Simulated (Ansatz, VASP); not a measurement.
# AlGa2N2: VASP beside Ansatz

```
Al Ga N
1.0
     5.65079    0.00000    0.00000
    -2.82540    4.89373    0.00000
     0.00000    0.00000    3.48362
Al Ga N
1 2 2
Direct
  0.00000 0.00000 0.00000
  0.33333 0.66667 0.00000
  0.66667 0.33333 0.00000
  0.33333 0.66667 0.50000
  0.66667 0.33333 0.50000
```

Alike in both runs: functional PBE; k mesh 6 × 6 × 4; occupations gaussian, width 0.1 eV; no spin polarisation.

Ansatz relaxed the structure, and its values are those at the end. VASP's run is a single point on that final structure, the one shown.

|  | VASP | Ansatz |
| --- | --- | --- |
| version | VASP 6.6.1 | Ansatz 0.2.0 |
| potentials or method | VASP PAW PBE potentials, release 64 (Al, Ga_d, N) | scalar-relativistic, plane waves, PAW |
| plane-wave cutoff (eV) | 520 | 420 |
| valence electrons in the cell | 39 | 39 |

VASP gave:

| Property | Result |
| --- | --- |
| gap on the k mesh at the Fermi level (eV) | none |
| pressure (GPa) | -0.2 |

Which values does Ansatz return?

gap on the k mesh at the Fermi level (eV): none; pressure (GPa): 0.1.

A gap of «none» marks a metal or a gap that the smearing closes.

Caveats: the k mesh is coarse (spacing up to 0.45 Å⁻¹), so the values aren't converged.
